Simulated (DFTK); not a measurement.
WC:

```
CELL_PARAMETERS angstrom
0.00000 2.30211 2.30211
2.30211 0.00000 2.30211
2.30211 2.30211 0.00000
ATOMIC_POSITIONS crystal
W 0.00000 0.00000 0.00000
C 0.75000 0.75000 0.75000
```

The cell was built by a generator and needn't be a form met in nature.

* Program: DFTK 0.8.2
* Task: single point
* Functional: PBE
* Potentials or basis: dojo.nc.sr.pbe.v0_4_1.standard.upf (PBE)
* Cutoff: 1116 eV
* k mesh: 10 × 10 × 10
* Occupations: fermi-dirac, width 0.05 eV
* Spin: no spin polarisation

On this cell: pressure 18.1 GPa; largest force zero by symmetry; band gap on the k mesh none (metal or under the smearing width).

The same run follows on a disturbed copy (atoms moved at random, drawn with an rms of 0.05 Å):

```
CELL_PARAMETERS angstrom
0.00000 2.30211 2.30211
2.30211 0.00000 2.30211
2.30211 2.30211 0.00000
ATOMIC_POSITIONS crystal
W 0.98000 0.99461 0.00895
C 0.74746 0.76278 0.74773
```

Question: What does the disturbed cell give?

Answer: The energy (extrapolated to zero smearing) moves by +36.1 meV/atom; pressure 19.3 GPa; largest force 1.694 eV/Å; band gap on the k mesh none (metal or under the smearing width).

Forces on the atoms (eV/Å):
```
W    0.386  0.361  1.609
C   -0.386 -0.361 -1.609
```

Stress tensor (GPa, compression positive):
```
19.78 12.34  2.40
12.34 19.79  2.61
 2.40  2.61 18.27
```

Caveats: so large a pressure means that the cell lies far from this level's equilibrium, or that cutoff or potentials fall short (some runs).
